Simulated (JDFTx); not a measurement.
ZnS: single point with PBE

**Measured values to compare with.**

“Electronic, vibrational, and thermodynamic properties of ZnS (zincblende and rocksalt structure)”, 2009, arxiv:0911.5022 quotes, for a bulk crystal of ZnS at 19 K: band gap 3.85 eV (direct).

ZnS:

```
CELL_PARAMETERS angstrom
0.00000 2.70200 2.70200
2.70200 0.00000 2.70200
2.70200 2.70200 0.00000
ATOMIC_POSITIONS crystal
Zn 0.75000 0.75000 0.75000
S 0.00000 0.00000 0.00000
```

```yaml
Program: JDFTx 1.7.0 (patched build)
Task: single point
Functional: PBE
Potentials_or_basis: PseudoDojo-SR-PBE-0.5-standard with smoothed tails
Cutoff: 1143 eV
Density_cutoff: 9143 eV
k_mesh: 9 × 9 × 9
Occupations: fermi-dirac, width 0.05 eV
Spin: no spin polarisation
```

```json
{
  "Pressure": "1.6 GPa",
  "Band gap on the k mesh": "2.11 eV, direct"
}
```

Levels at points of the mesh, in eV from the valence-band top:
```
           k point  band 11  band 12  band 13  band 14  band 15  band 16
(0.00, 0.00, 0.00)     0.00     0.00     0.00     2.11     6.38     6.38
```

Run time: 2.3 min on 1 thread of Arm Neoverse V2, with other jobs on the host, peak memory 0.15 GiB.

Against the measured gap of ZnS, 3.85 eV (direct; 19 K; quoted in “Electronic, vibrational, and thermodynamic properties of ZnS (zincblende and rocksalt structure)”, 2009, arxiv:0911.5022), the calculated 2.11 eV is off by -1.74 eV. The value is that of PBE, without temperature or zero-point motion. Semilocal functionals fall short of measured gaps as a rule.

Caveat: the empty levels aren't tightly converged.
